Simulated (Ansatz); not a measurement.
MgO (NiAs type), relaxed with r2SCAN: it is hexagonal, P6_3/mmc (No. 194); conventional cell a = 2.923 Å, c = 5.092 Å, 9.42 Å³ an atom. Mg has 6 O at 2.11 Å; O has 6 Mg at 2.11 Å. One-shot G0W0@PBE in the plane-wave code Ansatz on a 6×6×4 mesh (contour deformation, no spin-orbit coupling), from a PBE gap of 4.470 eV over the mesh points (the G0W0 gap is direct on the mesh); the number N of bands summed and the screening cutoff rise together. The cell comes from a prototype generator: it can be a known phase or a hypothetical one. Spin polarisation is off.

| N | cutoff (eV) | 1000/N | G0W0 gap (eV) |
| --- | --- | --- | --- |
| 77 | 80 | 12.987 | 6.588 |
| 157 | 140 | 6.369 | 6.823 |

**Question.** Lay a straight line in 1000/N through these rows.

**Answer.** The slope is -0.0355 eV per unit of 1000/N and the intercept 7.049 eV.

**Question.** Predict the gap at N = 276 (210 eV).

**Answer.** 7.049 + (-0.0355) × 3.623 = 6.920 eV; the run gives 6.968 eV, +0.048 eV from the line.

**Question.** With that run's result added, what limit do the last two rows suggest?

**Answer.** Their slope is (6.968 − 6.823)/(3.623 − 6.369) = -0.0528, which meets 1/N = 0 at 7.16 eV, against 7.049 eV from the first line. The slope steepens, so 1/N isn't yet asymptotic and the true limit probably lies higher still; the k mesh isn't extrapolated.
